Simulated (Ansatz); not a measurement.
A run of Ansatz 0.2.0:

Contents of run.py:

```python
import json

import ase.io
import numpy as np

import ansatz as az

atoms = ase.io.read("POSCAR", format="vasp")

calculation = (
    az.Crystal.from_ase(atoms)
    .calculation()
    .kpoints(4, 4, 4)
    .functional("pbe0", dispersion="d3bj")
    .pseudopotentials(kind="paw", source="jth")
    .occupations(method="gaussian", width=0.02)
    .density()
    .potential()
    .output_files(volumetric_format="npy")
    .electron_localization_function()
    .forces()
    .stress()
    .band_table(publish=True)
)
outcome = calculation.run(threads=2, events_out="events.jsonl")

report = outcome.report
for line in open("events.jsonl"):
    event = json.loads(line)
    if event["event"] == "scf_iter":
        d = event["data"]
        print(f"SCF {d['iter']:3d}  HF = {d['harris_foulkes_ev']:.6f} eV  dr2 = {d['dr2_ev']:.2e} eV")
    elif event["event"] in ("relax_step", "md_step"):
        d = event["data"]
        print(f"{event['event']} {d['step']:3d}  E = {d['lagrangian_ev']:.6f} eV")
np.set_printoptions(precision=5, suppress=True, linewidth=110)
print("converged:", report["converged"], "after", report["n_iterations"], "iterations")
print(f"free energy {report['free_energy_ev']:.6f} eV, Fermi level {report['fermi_energy_ev']:.4f} eV")
for key in ("band_edges_ev", "magnetization_mub", "site_moments_mub", "site_moments_nc_mub", "forces_ev_ang",
                "stress_gpa", "kpoints_frac", "eigenvalues_ev"):
    if report.get(key) is not None:
        print(key, np.array(report[key]), sep="\n")
```

The input POSCAR:

```
MgTe
1.0
    0.0000000000      3.2319988239      3.2319988239
    3.2319988239      0.0000000000      3.2319988239
    3.2319988239      3.2319988239      0.0000000000
Te Mg
1 1
Direct
    0.2500000000      0.2500000000      0.2500000000
    0.0000000000      0.0000000000      0.0000000000
```

Potentials or basis: JTH PAW.

Launch:

```console
$ python run.py
```

Hardware: 2 threads of Arm Neoverse V1, with other jobs on the host.

Task: How long does it take, and how much memory?

Result: It took 26 s on 2 threads of Arm Neoverse V1, with other jobs on the host, peak memory 1.8 GiB. Counts: scf iterations 14, plane waves 4111, k points 8, bands 12, engine runs 1.
